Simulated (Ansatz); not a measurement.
**Charge transition levels of the H interstitial in BN, term by term**

All numbers below come from Ansatz, DFT PBE+D3(BJ), scalar-relativistic, plane waves, PAW. Settings: 420 eV cutoff, 2×2×2 k-mesh, shifted by half a step, Gaussian smearing of 0.01 eV, collinear spin in charge 0 alone.

Host crystal, relaxed:

```
B N
1.0
     0.00000    3.33948    2.16883
     1.25384    0.00000    2.16883
     1.25384    3.33948    0.00000
B N
1 1
Direct
  0.00011 0.00011 0.99989
  0.66659 0.66659 0.33341
```

The H interstitial was set at (0.562, 0.083, 0.875) of the host cell, in a supercell of 24 sites (218 Å³), relaxed at fixed cell in each charge q, from a start with the atoms near it displaced at random. In charges +1, 0, -1 some atom moved by up to 1.5 Å, so the relaxed defect can differ in kind from the start: near the site, 1 N at 2.00 Å, 1 N at 2.01 Å, 1 B at 2.02 Å, 1 B at 2.03 Å, 1 B at 2.04 Å, 1 N at 2.07 Å, 1 N at 2.09 Å, 1 B at 2.10 Å became 1 N at 1.05 Å (charge +1); 1 B at 1.34 Å (charge 0); 1 B at 1.20 Å (charge -1). The host's Kohn–Sham gap is 3.54 eV and its static dielectric constant 5.4 (mean). For each charge: the supercell's free energy over the neutral one with q electrons exchanged at the valence band top, F(q) − F(0) + qE_v; the image-charge term; and the term that aligns the potential far from the defect with the host's.

```
 q F(q) − F(0) + qE_v (eV) image charge (eV) alignment (eV)
+1                   -3.164              0.686           0.011
 0                    0.000              0.000           0.000
-1                    1.081              0.686          -0.181
```

Add the terms and find the levels between neighbouring charges, ε(q/q′) = [A(q′) − A(q)]/(q − q′), with and without the two corrections.

A(q): -2.467 eV for +1, 0.000 eV for 0, 1.586 eV for -1.
```
 level corrected (eV over E_v) uncorrected (eV)
(+1/0)                     2.47              3.16
(0/-1)                     1.59              1.08
```

As a check, a point charge in a simple cubic cell of this volume has q²αe²/(2εL) = 0.634 q² eV (e² = 14.40 eV Å, α = 2.837, L = 6.02 Å); the shape of the real cell and the anisotropy of ε can change it somewhat. The term grows as q², so it pushes donor levels down and acceptor levels up. The program doubts the alignment for q = +1, -1, so levels beside it are uncertain by about that term.

Which of these charges is lowest with the Fermi level at the valence band top, at mid-gap and at the conduction band bottom?

The line A(q) + qE_F that lies lowest gives the charge: +1 at E_F = 0.00 eV, +1 at E_F = 1.77 eV, -1 at E_F = 3.54 eV. The level (+1/0) lies above (0/-1), so charge 0 is never the lowest: a negative-U pattern, with a direct (+1/-1) level at 2.03 eV. Charges beyond those computed could lie lower near the band edges.

The neutral defect forms at 2.38 eV with atoms taken from and returned to the elements. What are the formation energies at those three Fermi levels, and what share of sites would hold the defect at 1200 K with E_F at mid-gap, if the host still stood at that temperature?

E_f = E_f(0) + A(q) + qE_F = -0.08, 1.69, 0.43 eV. In the dilute limit the share is exp(−E_f/k_BT) = exp(−1.688/0.1034) = 8.2×10⁻⁸, leaving out degeneracy and vibrational entropy. A negative value marks a Fermi level that can't be reached at these chemical potentials: the defect would form first and pull it back. This is the H-rich limit; a poorer supply of H, or a competing compound of it, raises E_f. The small cell and the narrow Kohn–Sham gap leave errors of tenths of an eV or more, which change the share by orders of magnitude.

This form isn't the usual stable structure of the compound.